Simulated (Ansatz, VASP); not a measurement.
## Sn in VASP and in Ansatz

Contents of INCAR:

```
SYSTEM = Sn
PREC = Accurate
ENCUT = 520
EDIFF = 1E-7
ISMEAR = -1
SIGMA = 0.05
LREAL = .FALSE.
LASPH = .TRUE.
NELM = 100
ALGO = Normal
ISIF = 2
LWAVE = .FALSE.
LCHARG = .TRUE.
GGA = PE
LELF = .TRUE.
LVHAR = .TRUE.
NBANDS = 13
```

Contents of KPOINTS:

```
regular mesh
0
G
  10 10 10
  0 0 0
```

The input POSCAR:

```
Sn
1.0
   -1.9692270000      2.0562270000      1.6220070000
    2.0445460000     -2.0389000000      1.6928640000
    1.9785480000      2.0482210000     -1.6008370000
Sn
1
Direct
    0.0081510000      0.0011320000     -0.0006220000
```

input.yaml

```yaml
crystal:
  lattice:
    - [-1.969227, 2.056227, 1.622007]
    - [2.044546, -2.0389, 1.692864]
    - [1.978548, 2.048221, -1.600837]
  atoms:
    - { symbol: Sn, position: [0.008151, 0.001132, -0.000622] }
hamiltonian:
  xc: pbe
  pseudopotentials: { kind: paw }
kpoints:
  mp_grid: { grid: [10, 10, 10] }
scf:
  occupations: { method: fermi_dirac, width: 0.05 }
output:
  forces: true
  stress: true
  eigenvalues: true
```

Change from the starting cell: cell strained at random at fixed volume.

Alike in both runs: task single point; functional PBE; k mesh 10 × 10 × 10; occupations fermi-dirac, width 0.05 eV; no spin polarisation.

|  | VASP | Ansatz |
| --- | --- | --- |
| version | VASP 6.6.1 | Ansatz 0.2.0 |
| potentials or method | VASP PAW PBE potentials, release 64 (Sn_d) | Ansatz PAW |
| plane-wave cutoff (eV) | 520 | 420 |
| valence electrons in the cell | 14 | 14 |

```tsv
	VASP	Ansatz	Ansatz less VASP
gap on the k mesh at the Fermi level (eV)	none	none	-
pressure (GPa)	1.0	1.1	+0.07
largest component of the traceless stress (GPa)	1.00	1.00	+0.003
```

A gap of «none» marks a metal or a gap that the smearing closes.
